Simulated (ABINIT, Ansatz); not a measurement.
# A GW chain in ABINIT: KF (Carobbiite), part 2 of 3

How does a plane-wave GW calculation on KF (Carobbiite) run from the first input to the gap?

ABINIT 10.8.3; PBE and many-body steps on it, plane waves. Known limits of the many-body steps: not at the basis limit.

So far. Step 2 (Ground state): The gap is direct, at Γ.

## (3) Bands along the symmetry lines

Level of this step: DFT, PBE, plane waves, norm-conserving pseudopotentials (ABINIT).

Levels along a band path, at the cheap level, show where the edges lie and whether the meshes to come will hold them.

The input, run.abi:

```
acell 3*1.0 Angstrom
rprim 
  -0.000000000000 2.671850000000 2.671850000000
  2.671850000000 -0.000000000000 2.671850000000
  2.671850000000 2.671850000000 0.000000000000
ntypat 2
znucl 19 9
natom 2
typat 1 2
xred 
  0.000000000000 0.000000000000 0.000000000000
  0.500000000000 0.500000000000 0.500000000000
pp_dirpath "pseudos"
pseudos "K.upf, F.upf"
ecut 36
iscf -2
irdden 1
kptopt 0
nkpt 50
kpt 
  0.00000000 0.00000000 0.00000000
  0.06250000 0.00000000 0.06250000
  0.12500000 0.00000000 0.12500000
  0.18750000 0.00000000 0.18750000
  0.25000000 0.00000000 0.25000000
  0.31250000 0.00000000 0.31250000
  0.37500000 0.00000000 0.37500000
  0.43750000 0.00000000 0.43750000
  0.50000000 0.00000000 0.50000000
  0.51562500 0.03125000 0.51562500
  0.53125000 0.06250000 0.53125000
  0.54687500 0.09375000 0.54687500
  0.56250000 0.12500000 0.56250000
  0.57812500 0.15625000 0.57812500
  0.59375000 0.18750000 0.59375000
  0.60937500 0.21875000 0.60937500
  0.62500000 0.25000000 0.62500000
  0.37500000 0.37500000 0.75000000
  0.32812500 0.32812500 0.65625000
  0.28125000 0.28125000 0.56250000
  0.23437500 0.23437500 0.46875000
  0.18750000 0.18750000 0.37500000
  0.14062500 0.14062500 0.28125000
  0.09375000 0.09375000 0.18750000
  0.04687500 0.04687500 0.09375000
  0.00000000 0.00000000 0.00000000
  0.06250000 0.06250000 0.06250000
  0.12500000 0.12500000 0.12500000
  0.18750000 0.18750000 0.18750000
  0.25000000 0.25000000 0.25000000
  0.31250000 0.31250000 0.31250000
  0.37500000 0.37500000 0.37500000
  0.43750000 0.43750000 0.43750000
  0.50000000 0.50000000 0.50000000
  0.50000000 0.46875000 0.53125000
  0.50000000 0.43750000 0.56250000
  0.50000000 0.40625000 0.59375000
  0.50000000 0.37500000 0.62500000
  0.50000000 0.34375000 0.65625000
  0.50000000 0.31250000 0.68750000
  0.50000000 0.28125000 0.71875000
  0.50000000 0.25000000 0.75000000
  0.50000000 0.21875000 0.71875000
  0.50000000 0.18750000 0.68750000
  0.50000000 0.15625000 0.65625000
  0.50000000 0.12500000 0.62500000
  0.50000000 0.09375000 0.59375000
  0.50000000 0.06250000 0.56250000
  0.50000000 0.03125000 0.53125000
  0.50000000 0.00000000 0.50000000
istwfk *1
nband 15
nbdbuf 2
tolwfr 1e-08
nstep 40
prtwf 0
prtvol 0
indata_prefix "in"
outdata_prefix "out"
tmpdata_prefix "tmp"
```

The run is started by

```console
$ OMP_NUM_THREADS=1 mpirun -n 8 abinit run.abi > log
```

Numbers of over 12 decimals in the logs are rounded to 6 here.

The program printed:

```text
.Version 10.8.3 of ABINIT. v10.8.2 released Aug 2026.

 Symmetries : space group Fm -3 m (#225); Bravais cF (face-center cubic)
[... echo of the input left out ...]
== DATASET  1 ==================================================================
-   mpi_nproc: 8, omp_nthreads: 1 (-1 if OMP is not activated)

--- !DatasetInfo
iteration_state: {dtset: 1, }
dimensions: {natom: 2, nkpt: 50, mband: 15, nsppol: 1, nspinor: 1, nspden: 1, mpw: 2693, }
cutoff_energies: {ecut:  36.0, pawecutdg:  -1.0, }
electrons: {nelect:   1.60000000E+01, charge:   0.00000000E+00, occopt:   1.00000000E+00, tsmear:   1.00000000E-02, }

 Real(R)+Recip(G) space primitive vectors, cartesian coordinates (Bohr,Bohr^-1):
 R(1)=  0.0000000  5.0490647  5.0490647  G(1)= -0.0990282  0.0990282  0.0990282
 R(2)=  5.0490647  0.0000000  5.0490647  G(2)=  0.0990282 -0.0990282  0.0990282
 R(3)=  5.0490647  5.0490647  0.0000000  G(3)=  0.0990282  0.0990282 -0.0990282
 Unit cell volume ucvol=  2.5743217E+02 bohr^3
 Angles (23,13,12)=  6.00000000E+01  6.00000000E+01  6.00000000E+01 degrees

 getcut: wavevector=  0.0000  0.0000  0.0000  ngfft=  40  40  40
         ecut(hartree)=     36.000   => boxcut(ratio)=   2.07404

--- Pseudopotential description ------------------------------------------------
- K Generated using ONCVPSP code by D. R. Hamann
- 19.00000   9.00000  171031                  znucl, zion, pspdat
12 -101130 2 -1 2222                          pspcod,pspxc,lmax,lloc,mmax
     nproj     2     2     2
  pspatm : epsatm=    8.42413758
         --- l  ekb(1:nproj) -->
             0   10.871123    0.806704
             1    4.379001    0.553647
             2   -3.405842   -1.029115
 pspatm: atomic psp has been read  and splines computed

- F Generated using ONCVPSP code by D. R. Hamann
-  9.00000   7.00000  171031                  znucl, zion, pspdat
12 -101130 2 -1 832                           pspcod,pspxc,lmax,lloc,mmax
     nproj     2     2     1
  pspatm : epsatm=    4.87625608
         --- l  ekb(1:nproj) -->
[...]
2   -2.441503
 pspatm: atomic psp has been read  and splines computed

--------------------------------------------------------------------------------

================================================================================
 prteigrs : about to open file out_EIG
 Non-SCF case, kpt    1 (  0.00000  0.00000  0.00000), residuals and eigenvalues=
  3.31E-09  1.28E-09  3.72E-09  4.88E-09  9.18E-09  4.82E-09  7.04E-09  2.91E-09
  2.73E-09  5.26E-09  9.06E-09  3.05E-09  6.26E-09  6.22E-09  4.64E-09
 -9.5489E-01 -6.7869E-01 -3.3934E-01 -3.3934E-01 -3.3934E-01  4.8043E-03
  4.8043E-03  4.8043E-03  2.3263E-01  3.9781E-01  3.9781E-01  3.9781E-01
[...]
Non-SCF case, kpt    2 (  0.06250  0.00000  0.06250), residuals and eigenvalues=
  5.19E-09  2.10E-09  1.26E-09  4.66E-09  8.59E-09  5.13E-09  4.81E-09  6.47E-09
[...]
4.23E-09  2.61E-09  3.66E-09  6.84E-09  7.44E-09  5.66E-09  3.06E-09  9.18E-09
  1.12E-09  7.71E-09  1.60E-09  7.86E-09  6.31E-09  3.11E-09  6.26E-09
[...]
Non-SCF case, kpt   49 (  0.50000  0.03125  0.53125), residuals and eigenvalues=
[...]
Non-SCF case, kpt   50 (  0.50000  0.00000  0.50000), residuals and eigenvalues=
[...]
-9.5066E-01 -6.7932E-01 -3.5975E-01 -3.4706E-01 -3.4706E-01 -2.8218E-03
  2.7846E-03  2.7846E-03  3.0741E-01  3.8435E-01  4.3910E-01  5.0161E-01
[...]
--- !ResultsGS
iteration_state: {dtset: 1, }
comment   : Summary of ground state results
lattice_vectors:
- [ -0.0000000,   5.0490647,   5.0490647, ]
- [  5.0490647,  -0.0000000,   5.0490647, ]
- [  5.0490647,   5.0490647,   0.0000000, ]
lattice_lengths: [   7.14046,    7.14046,    7.14046, ]
lattice_angles: [ 60.000,  60.000,  60.000, ] # degrees, (23, 13, 12)
lattice_volume:   2.5743217E+02
convergence: {deltae:  0.000E+00, res2:  0.000E+00, residm:  9.975E-09, diffor:  0.000E+00, }
etotal    :  -5.48240946E+01
entropy   :   0.00000000E+00
fermie    :   4.80427879E-03
cartesian_stress_tensor: null
pressure_GPa: null
xred      :
- [  0.0000E+00,   0.0000E+00,   0.0000E+00,  K]
- [  5.0000E-01,   5.0000E-01,   5.0000E-01,  F]
cartesian_forces: null
force_length_stats: {min: null, max: null, mean: null, }

 Integrated electronic density in atomic spheres:
 ------------------------------------------------
 Atom  Sphere_radius  Integrated_density
[...]
================================================================================

 ----iterations are completed or convergence reached----

 Mean square residual over all n,k,spin=   53.980E-10; max=  99.747E-10
 reduced coordinates (array xred) for    2 atoms
       0.000000000000      0.000000000000      0.000000000000
       0.500000000000      0.500000000000      0.500000000000

 cartesian coordinates (angstrom) at end:
    1      0.000000     0.000000     0.000000
    2      2.671850     2.671850     2.671850
 length scales=  1.889726125908  1.889726125908  1.889726125908 bohr
              =  1.000000000000  1.000000000000  1.000000000000 angstroms
 prteigrs : about to open file out_EIG
 Eigenvalues (hartree) for nkpt=  50  k points:
 kpt#   1, nband= 15, wtk=  1.00000, kpt=  0.0000  0.0000  0.0000 (reduced coord)
[...]
kpt#   2, nband= 15, wtk=  1.00000, kpt=  0.0625  0.0000  0.0625 (reduced coord)
[...]
kpt#   3, nband= 15, wtk=  1.00000, kpt=  0.1250  0.0000  0.1250 (reduced coord)
[...]
kpt#  49, nband= 15, wtk=  1.00000, kpt=  0.5000  0.0313  0.5313 (reduced coord)
  -0.95066   -0.67936   -0.35964   -0.34719   -0.34689   -0.00280    0.00228    0.00267
   0.30843    0.38542    0.43686    0.50164    0.52254    0.52464    0.58271
 kpt#  50, nband= 15, wtk=  1.00000, kpt=  0.5000  0.0000  0.5000 (reduced coord)
  -0.95066   -0.67932   -0.35975   -0.34706   -0.34706   -0.00282    0.00278    0.00278
   0.30741    0.38435    0.43910    0.50161    0.52252    0.52252    0.58469

== END DATASET(S) ==============================================================
================================================================================

 -outvars: echo values of variables after computation  --------
            nband          15
             nkpt          50
          spgroup         225
 [... the other variables as echoed above ...]

 Calculation completed.
```

The job ended after 7.2 s (8 MPI ranks of Arm Neoverse V1, shared host; peak memory 0.49 GiB; 57 s of CPU time).

This step gave:

```
gap                        : 6.200 eV
k of the valence top       : 0, 0, 0
k of the conduction bottom : 0, 0, 0
least direct gap           : 6.200 eV
```

The gap is 6.200 eV, as in the run before at this level.

Electronic bands along the path, in eV, zero at the top of the highest filled band; v1 is the highest filled band, c1 the lowest empty one:

```tsv
point	v4	v3	v2	v1	c1	c2	c3	c4
Γ	-9.36	0.00	0.00	0.00	6.20	10.69	10.69	10.69
halfway	-9.47	-0.48	-0.05	-0.05	8.00	9.20	12.12	12.12
X	-9.57	-0.21	-0.06	-0.06	8.23	10.33	11.82	13.52
halfway	-9.56	-0.20	-0.14	-0.10	8.45	10.55	11.42	13.52
U	-9.51	-0.33	-0.19	-0.19	8.98	10.74	11.08	13.51
jump to K	-9.51	-0.33	-0.19	-0.19	8.98	10.74	11.08	13.51
halfway	-9.37	-0.54	-0.27	-0.08	8.24	9.85	11.63	11.72
Γ	-9.36	0.00	0.00	0.00	6.20	10.69	10.69	10.69
halfway	-9.38	-0.43	-0.18	-0.18	7.71	10.11	11.41	11.41
L	-9.40	-0.78	-0.34	-0.34	9.09	10.63	12.05	12.05
halfway	-9.44	-0.56	-0.28	-0.25	9.42	10.11	11.67	12.67
W	-9.45	-0.40	-0.16	-0.16	9.75	9.75	11.21	13.35
halfway	-9.51	-0.23	-0.20	-0.09	8.66	10.73	11.06	13.50
X	-9.57	-0.21	-0.06	-0.06	8.23	10.33	11.82	13.52
```

The electronic bands as a text plot (rows in eV, shown from -8.0 to 12.2 only):

```
   11.8 |    +++  ++++++   ++++++++         ++++++++++++       ++
   10.9 |++++          ++++      +++++++++++     +++    +++++++
   10.1 |  ++      ++++    ++++++++++    ++++++++   +++++++++  ++
    9.3 |    +++  +       ++++++                +++++++++  ++
    8.4 |     ++++++++++++      +            +++             ++++
    7.6 |    +                   ++         +
    6.7 | +++                      +++  ++++
    5.9 |+                            ++
    5.0 |
    4.2 |
    3.4 |
    2.5 |
    1.7 |
    0.8 |
    0.0 |********************************************************
   -0.8 |     ****         ******           *************
   -1.7 |
   -2.5 |
   -3.4 |
   -4.2 |
   -5.1 |
   -5.9 |
   -6.7 |
   -7.6 |
         Γ           X  U|K            Γ         L        W     X
```

## (4) Empty states on the mesh, 6×6×6 mesh, 708 bands

The sums over transitions need many empty states on a uniform mesh; this step solves for them.

The input, run.abi:

```
acell 3*1.0 Angstrom
rprim 
  -0.000000000000 2.671850000000 2.671850000000
  2.671850000000 -0.000000000000 2.671850000000
  2.671850000000 2.671850000000 0.000000000000
ntypat 2
znucl 19 9
natom 2
typat 1 2
xred 
  0.000000000000 0.000000000000 0.000000000000
  0.500000000000 0.500000000000 0.500000000000
pp_dirpath "pseudos"
pseudos "K.upf, F.upf"
ecut 36
ngkpt 6 6 6
nshiftk 1
shiftk 0 0 0
kptopt 1
chksymbreak 0
irdden 1
istwfk *1
nband 708
prtvol 0
optdriver 6
gwr_task "HDIAGO"
paral_kgb 0
occopt 1
indata_prefix "in"
outdata_prefix "out"
tmpdata_prefix "tmp"
```

The program printed:

```text
[banner, memory and clock lines left out]
.Version 10.8.3 of ABINIT. v10.8.2 released Aug 2026.

 Symmetries : space group Fm -3 m (#225); Bravais cF (face-center cubic)
[... echo of the input left out ...]
== DATASET  1 ==================================================================
-   mpi_nproc: 8, omp_nthreads: 1 (-1 if OMP is not activated)

--- !DatasetInfo
iteration_state: {dtset: 1, }
dimensions: {natom: 2, nkpt: 16, mband: 708, nsppol: 1, nspinor: 1, nspden: 1, mpw: 2685, }
cutoff_energies: {ecut:  36.0, pawecutdg:  -1.0, }
electrons: {nelect:   1.60000000E+01, charge:   0.00000000E+00, occopt:   1.00000000E+00, tsmear:   1.00000000E-02, }

.Using double precision arithmetic; gwpc =  8

- Reading GS density from: in_DEN

--- Pseudopotential description ------------------------------------------------
- K Generated using ONCVPSP code by D. R. Hamann
- 19.00000   9.00000  171031                  znucl, zion, pspdat
12 -101130 2 -1 2222                          pspcod,pspxc,lmax,lloc,mmax
     nproj     2     2     2
  pspatm : epsatm=    8.42413758
         --- l  ekb(1:nproj) -->
             0   10.871123    0.806704
             1    4.379001    0.553647
             2   -3.405842   -1.029115
 pspatm: atomic psp has been read  and splines computed

- F Generated using ONCVPSP code by D. R. Hamann
-  9.00000   7.00000  171031                  znucl, zion, pspdat
12 -101130 2 -1 832                           pspcod,pspxc,lmax,lloc,mmax
     nproj     2     2     1
  pspatm : epsatm=    4.87625608
         --- l  ekb(1:nproj) -->
             0    6.519403    1.070094
             1   -3.955629   -1.291931
             2   -2.441503
 pspatm: atomic psp has been read  and splines computed

   2.12806299E+02                                ecore*ucvol(ha*bohr**3)

 Total charge density [el/Bohr^3]
)     Maximum=    1.4478E+00  at reduced coord.    0.4750    0.5000    0.5750
)     Minimum=    1.0359E-03  at reduced coord.    0.2500    0.2500    0.2500
   Integrated=    1.6000E+01

 === KS gaps after direct diagonalization ===
 Direct band gap semiconductor
 Fundamental gap:     6.199 (eV)
   VBM:     0.131 (eV) at k: [ 0.0000E+00,  0.0000E+00,  0.0000E+00]
   CBM:     6.330 (eV) at k: [ 0.0000E+00,  0.0000E+00,  0.0000E+00]
 Direct gap:         6.199 (eV) at k: [ 0.0000E+00,  0.0000E+00,  0.0000E+00]

== END DATASET(S) ==============================================================

 -outvars: echo values of variables after computation  --------
           etotal      0.0000000000E+00
            nband         708
             nkpt          16
          spgroup         225
 [... the other variables as echoed above ...]

 Calculation completed.
```

Wall time 37 s (8 MPI ranks); peak memory 3.7 GiB; 5 min of CPU time.

Numbers from this step:

| Property | Result |
| --- | --- |
| gap | 6.199 eV |
| k of the valence top | 0, 0, 0 |
| k of the conduction bottom | 0, 0, 0 |
| least direct gap | 6.199 eV |
| k points computed | 16 |
| lowest point of the top converged band, above the valence top | 390.3015 eV |

On this mesh the gap is 6.199 eV.

## (5) Screening, 6×6×6 mesh, 700 bands, screening to 435.4 eV

The RPA dielectric matrix is built and inverted for each q.

This step: RPA screening on PBE, plane waves, norm-conserving pseudopotentials.

run.abi, as its differences from that of step 4:

```diff
@@ -20,10 +20,11 @@
 chksymbreak 0
-irdden 1
 istwfk *1
-nband 708
-prtvol 0
-optdriver 6
-gwr_task "HDIAGO"
-paral_kgb 0
 occopt 1
+irdwfk 1
+optdriver 3
+nband 700
+ecuteps 16
+inclvkb 2
+awtr 1
+symchi 1
 indata_prefix "in"
```

The program printed:

```text
.Version 10.8.3 of ABINIT. v10.8.2 released Aug 2026.

 Symmetries : space group Fm -3 m (#225); Bravais cF (face-center cubic)
[... echo of the input left out ...]
== DATASET  1 ==================================================================
-   mpi_nproc: 8, omp_nthreads: 1 (-1 if OMP is not activated)

--- !DatasetInfo
iteration_state: {dtset: 1, }
dimensions: {natom: 2, nkpt: 16, mband: 700, nsppol: 1, nspinor: 1, nspden: 1, mpw: 2685, }
cutoff_energies: {ecut:  36.0, pawecutdg:  -1.0, }
electrons: {nelect:   1.60000000E+01, charge:   0.00000000E+00, occopt:   1.00000000E+00, tsmear:   1.00000000E-02, }

 SCREENING: Calculation of the susceptibility and dielectric matrices

 Based on a program developped by R.W. Godby, V. Olevano, G. Onida, and L. Reining.
 Incorporated in ABINIT by V. Olevano, G.-M. Rignanese, and M. Torrent.
.Using double precision arithmetic ; gwpc =  8

[... cell and pseudopotentials left out ...]
--------------------------------------------------------------------------------

 ==== K-mesh for the wavefunctions ====
 Number of points in the irreducible wedge :    16
[... list of points left out ...]
 Together with 48 symmetry operations and time-reversal symmetry
 yields   216 points in the full Brillouin Zone.

 ==== Q-mesh for the screening function ====
 Number of points in the irreducible wedge :    16
[... list of points left out ...]
 Together with 48 symmetry operations and time-reversal symmetry
 yields   216 points in the full Brillouin Zone.

 setmesh: FFT mesh size selected  =    32x   32x   32
          total number of points  =        32768

 vcoul_init : cutoff-mode = AUXILIARY_FUNCTION
 q-points for optical limit:   1
     1)      0.000010    0.000020    0.000030

- screening: taking advantage of time-reversal symmetry
- Maximum band index for partially occupied states nbvw = 8
- Remaining bands to be divided among processors   nbcw = 692
- Number of bands treated by each node ~86

 Number of electrons calculated from density =   16.0000; Expected =   16.0000
 average of density, n =  0.062152
 r_s =    1.5661
 omega_plasma =   24.0483 [eV]

 calculating chi0 at frequencies [eV] :
  1    0.000000E+00    0.000000E+00
  2    0.000000E+00    2.404829E+01

--------------------------------------------------------------------------------
  q-point number  1        q = ( 0.000000, 0.000000, 0.000000) [r.l.u.]
--------------------------------------------------------------------------------
[... chi0 elements left out ...]
 For q-point:  0.000010 0.000020 0.000030
  dielectric constant =   1.8928
  dielectric constant without local fields =   2.1067

  Average fulfillment of the sum rule on Im[epsilon] for q-point    1 :     94.28  [%]
[... wings left out ...]
  q-point number  2        q = ( 0.166667, 0.000000, 0.000000) [r.l.u.]
--------------------------------------------------------------------------------
[... chi0 elements left out ...]
  Average fulfillment of the sum rule on Im[epsilon] for q-point    2 :     95.18  [%]

 [... 14 further q-points ...]
```

Wall time 32 min (8 MPI ranks); peak memory 11 GiB; 4.3 h of CPU time.

Numbers from this step:

```
ε∞ with local fields, on this mesh, along the program's q direction : 1.893
the same without local fields                                       : 2.107
plasma frequency                                                    : 24.05 eV
plane waves in the screening matrix                                 : 749
```

Local fields lower ε∞ by 10 %.

(Continued in part 3 of 3.)

[Paths, hosts, dates, memory and timing lines, banners, echoed tables and standing remarks are left out of the program output.]

[Logs are printed without paths, hosts, clocks, repeated set-up lines and the standing remarks that a program may print on its own settings, such as how far it seeks lower states.]

[Runs of the session that timed out or met a known fault of the program may be left out.]

[Hosts, paths, dates, database ids (printed as entryN), source tags and the programs' standing remarks are cut or masked in the printed files.]

[G0W0 gaps are taken among the corrected bands and points alone; a level outside them can change the order at an edge.]

[Where Ansatz stands beside ABINIT at settings called matched, ABINIT's density can come from a denser mesh and the files from another edition; pairs whose starting gaps differed by over 0.03 eV were left out, so agreement reads better than it is.]
